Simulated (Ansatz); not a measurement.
**Sc: how the settings move a single-point run**

How sensitive is a single-point run of Sc to its settings? A reference run comes first, then two runs with altered input.

Computed with Ansatz 0.2.0 (reference: DFT, r2SCAN, PAW with Ansatz's default frozen-core files, scalar-relativistic, unless a step's input says otherwise).

### 1 The structure to begin with

It takes space group Fm-3m (No. 225, cubic). Conventional cell: a = 4.541 Å, b = 4.541 Å, c = 4.541 Å, α = 90.00°, β = 90.00°, γ = 90.00°. Sc (site symmetry m-3m) has 12 Sc at 3.21 Å in its first shell of neighbours.

Coordinates:

```
CELL_PARAMETERS angstrom
0.00000 2.27050 2.27050
2.27050 0.00000 2.27050
2.27050 2.27050 0.00000
ATOMIC_POSITIONS crystal
Sc 0.00000 0.00000 0.00000
```

### 2 Baseline

The input, input.yaml:

```yaml
crystal:
  lattice:
    - [0.0, 2.2705, 2.2705]
    - [2.2705, 0.0, 2.2705]
    - [2.2705, 2.2705, 0.0]
  atoms:
    - { symbol: Sc, position: [0.0, 0.0, 0.0] }
kpoints:
  mp_grid: { grid: [12, 12, 12] }
  band_path:
    path:
      - [0.0, 0.0, 0.0]
      - [0.5, 0.0, 0.5]
      - [0.625, 0.25, 0.625]
      - [0.375, 0.375, 0.75]
      - [0.0, 0.0, 0.0]
      - [0.5, 0.5, 0.5]
      - [0.5, 0.25, 0.75]
      - [0.5, 0.0, 0.5]
    npoints: 5
scf:
  occupations: { method: fermi_dirac, width: 0.03 }
hamiltonian:
  xc: r2scan
  pseudopotentials: { kind: paw }
output:
  forces: true
  stress: true
  eigenvalues: true
  efg: { contact_densities: true }
  write_density: true
  write_potential: true
  elf: true
  volumetric_format: npy
```

Run with:

```sh
$ ansatz run input.yaml --threads 1 --pin off --max-ram 2048MiB --backend cpu --events-out ev --progress --plain --runs-dir out
```

### 3 Variant: mp_grid.shift [0.5, 0.5, 0.5]

Edit input.yaml of step 2 so:

```diff
@@ -8,3 +8,3 @@
 kpoints:
-  mp_grid: { grid: [12, 12, 12] }
+  mp_grid: { grid: [12, 12, 12], shift: [0.5, 0.5, 0.5] }
   band_path:
@@ -30,5 +30 @@
   efg: { contact_densities: true }
-  write_density: true
-  write_potential: true
-  elf: true
-  volumetric_format: npy
```

### 4 Variant: occupations.width 0.001, ecutwfc 200 eV

Edit input.yaml of step 2 so:

```diff
@@ -21,3 +21,3 @@
 scf:
-  occupations: { method: fermi_dirac, width: 0.03 }
+  occupations: { method: fermi_dirac, width: 0.001 }
 hamiltonian:
@@ -34 +34,3 @@
   volumetric_format: npy
+basis:
+  ecutwfc: "200 eV"
```

What does the calculation give? Wanted: for each run, ending; energy change; pressure; gap; force.

**Answer**, as computed:

```tsv
run	ending	energy change	pressure (GPa)	gap (eV)	force (eV/Å)	cycles	time
reference	converged	0	3.9	0.00	0.00	6	4.1 s
1: mp_grid.shift [0.5, 0.5, 0.5]	converged	+1.1 meV/atom	4.0	0.00	0.00	6	7 s
2: occupations.width 0.001, ecutwfc 200 eV	converged	+2.29 eV/atom (σ→0)	2.8	0.00	0.00	6	2.6 s
```

Times don't compare one to one where runs were asked for different outputs or read a saved state (see the inputs); cycles may leave out searches for a lower state.

Residual by cycle in the longest SCF loop of each run; runs are numbered as in the table. The quantity is the density residual dr2, in eV.

```tsv
cycle	reference	run 1	run 2
1	0.0229	0.0252	0.284
2	0.00505	0.00569	0.0123
3	4.9e-5	5.6e-5	0.00226
4	3.9e-6	4.3e-6	1.2e-5
5	4.6e-8	5.3e-8	2.4e-7
6	2.1e-9	2.9e-9	4.5e-9
```

What this shows: Run 2 ran under the cutoff that the potentials recommend, as the log warns, so basis error is mixed into its values.
